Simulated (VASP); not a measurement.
A run of VASP 6.6.1:

The input INCAR:

```
SYSTEM = H
AGGAC = 0.0
ALGO = Fast
EDIFF = 1E-6
ENCUT = 400
GGA = MK
ISIF = 2
ISMEAR = 0
ISYM = 0
LASPH = .TRUE.
LCHARG = .FALSE.
LREAL = .FALSE.
LUSE_VDW = .TRUE.
LWAVE = .FALSE.
NELM = 60
PARAM1 = 0.1234
PARAM2 = 0.711357
PREC = Accurate
SIGMA = 0.01
ZAB_VDW = -1.8867
```

The input KPOINTS:

```
k-points
0
G
  1 1 1
  0 0 0
```

Contents of POSCAR:

```
H                                       
1.0
   11.1715072411      0.0000000000      0.0000000000
    0.0000000000     11.6715072411      0.0000000000
    0.0000000000      0.0000000000     12.1715072411
  H             
     2
Selective dynamics
Direct
     0.5029840055999983    0.4878045314999966    0.5275852130999965   F   F   F
     0.4972158830805482    0.5196554777098372    0.4742661171400267   T   T   T
```

Potentials or basis: VASP PAW PBE potentials, release 64 (H).

Launch:

```bash
$ cat potpaw_PBE.64/H/POTCAR > POTCAR
$ mpirun -np 4 vasp_gam > vasp.out
```

Hardware: 4 MPI ranks on AMD EPYC 9R45 (Zen 5), on a shared host.

Question: Estimate the wall time of this run.

Answer: Run time: 2.1 min on 4 MPI ranks on AMD EPYC 9R45 (Zen 5), on a shared host, peak memory 0.91 GiB a rank. Counts: scf iterations 19, k points 1.
